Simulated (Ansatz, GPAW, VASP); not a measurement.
**One calculation of Au, 3 ways**

```
CELL_PARAMETERS angstrom
0.00000 2.03500 2.03500
2.03500 0.00000 2.03500
2.03500 2.03500 0.00000
ATOMIC_POSITIONS crystal
Au 0.00000 0.00000 0.00000
```

Alike in all runs: task band structure; functional revPBE; k mesh 11 × 11 × 11; occupations fermi-dirac, width 0.05 eV; no spin polarisation; no spin-orbit coupling. Pressure is positive in compression and, in plane waves, holds the error of the finite cutoff.

| program and potentials | plane-wave cutoff (eV) | notes | band gap (eV) | pressure (GPa) |
| --- | --- | --- | --- | --- |
| VASP, PBE PAW files Au, 520 eV | 520 | potentials made for PBE | no gap | 13.48 |
| Ansatz, all-electron LAPW, scalar-relativistic | - | - | no gap | 13.70 |
| GPAW, the program's PAW data sets (release 1.2.1) made for this functional | 600 | - | no gap | 16.07 |

None finds a gap. The pressure spans 13.48 (VASP, PBE PAW files Au, 520 eV) to 16.07 GPa (GPAW, the program's PAW data sets (release 1.2.1) made for this functional), with all-electron results at 13.70. The cell lies far from this level's equilibrium.

The functional is the same throughout but for its coding, so the spread measures potentials, basis and numerics; runs on potential files found faulty are left out.

All three runs put this face-centred cubic cell under compression, although its lattice parameter is close to the measured one, where real gold is nearly stress-free. The pressure is therefore mainly an error of the functional. revPBE rewards density gradients more strongly than PBE, which favours separated atoms over the smoother density between them, so it underbinds gold and prefers a larger volume.

The missing gap follows from electron counting: with one atom and an odd number of electrons per primitive cell, a spin-unpolarised band structure must have a partly filled band, here the broad, largely 6s-6p band above the mostly filled 5d states. Agreement on this point is thus no test of the potentials.

The pressure is more telling. VASP with PBE potentials lies closer to the all-electron value than GPAW with data sets made for revPBE, so matching the functional doesn't by itself secure the better pressure; other details of the data sets or basis probably matter more here. A single volume fixes neither the equilibrium lattice parameter nor the bulk modulus.
